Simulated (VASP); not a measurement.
Write the native input for VASP 6.6.1 that does the following.

```
Task                   : electron localisation function
Functional             : RPBE
Dispersion             : D3(BJ)
Potentials or basis    : VASP PAW PBE potentials, release 64 (Co, Ti_sv)
Cutoff                 : 520 eV
k mesh                 : 9 × 9 × 9
Occupations            : gaussian, width 0.1 eV
Spin                   : collinear spin, zero start
Starting moments       : [0.0, 0.0] μB
Fixed moment           : 3 μB
Hubbard terms          : Co d U = 5 eV, J = 1.0 eV, Ti d U = 3.5 eV, J = 1.0 eV
LDAUTYPE               : 2
Hund's J               : 1
Further INCAR settings : ALGO = Fast; EDIFF = 1e-07
```

The structure of TiCo lies in POSCAR:

```
TiCo
1.0
    2.9861109900      0.0000000000      0.0000000000
    0.0000000000      2.9861109900      0.0000000000
    0.0000000000      0.0000000000      2.9861109900
Co Ti
1 1
Direct
    0.5000000000      0.5000000000      0.5000000000
    0.0000000000      0.0000000000      0.0000000000
```

The cell comes from a database or a generator and needn't be the stable form of this composition.

One way to write it, as run:

INCAR

```
SYSTEM = TiCo
PREC     = Accurate       ! precision mode
ENCUT    = 520            ! plane-wave cutoff, eV
EDIFF    = 1E-7           ! SCF threshold, eV
ISMEAR   = 0              ! smearing method
SIGMA    = 0.1            ! smearing width, eV
LREAL    = .FALSE.        ! projectors in reciprocal space
LASPH    = .TRUE.         ! aspherical terms in the spheres
NELM     = 150            ! most SCF steps
ALGO     = Fast           ! electronic algorithm
ISIF     = 2              ! what is computed and relaxed
LWAVE    = .FALSE.        ! write WAVECAR
LCHARG   = .TRUE.         ! write CHGCAR
ISPIN    = 2              ! spin polarisation
MAGMOM   = 0 0            ! initial moments
LORBIT   = 11             ! projections on sites
NUPDOWN  = 3              ! fixed moment
LMAXMIX  = 4              ! l up to which the mixer works
LDAU     = .TRUE.         ! DFT+U
LDAUTYPE = 2            
LDAUL    = 2 2            ! shell
LDAUU    = 5 3.5          ! U, eV
LDAUJ    = 1 1          
LDAUPRINT= 1            
GGA      = RP             ! functional
IVDW     = 12             ! dispersion correction
LELF     = .TRUE.         ! ELF
```

KPOINTS

```
regular mesh
0
G
  9 9 9
  0 0 0
```

Potentials or basis: VASP PAW PBE potentials, release 64 (Co, Ti_sv).

Command:

```bash
$ cat potpaw_PBE.64/Co/POTCAR potpaw_PBE.64/Ti_sv/POTCAR > POTCAR
$ mpirun -np 1 vasp_std > vasp.out
```

It gave:

| Item | Value |
| --- | --- |
| Pressure | -10.3 GPa |
| Net moment | 3.00 μB per cell |
| Site moments | Co +1.96; Ti +0.71 μB |
| Valence electrons inside the program's atomic spheres | Co 8.37; Ti 10.29 |
| Dispersion energy per atom | -3.001 eV |

Caveat: the moment is held away from its start; the PAW data sets were made with another functional, which shifts forces and pressure a little; the total moment is fixed, so each spin has its own Fermi level; the U is typed as a test and isn't derived for this compound.

Wall time 2.6 min on 1 thread of AMD EPYC 7R43 64-Core Processor (Zen 3) (shared host), peak memory 0.14 GiB.
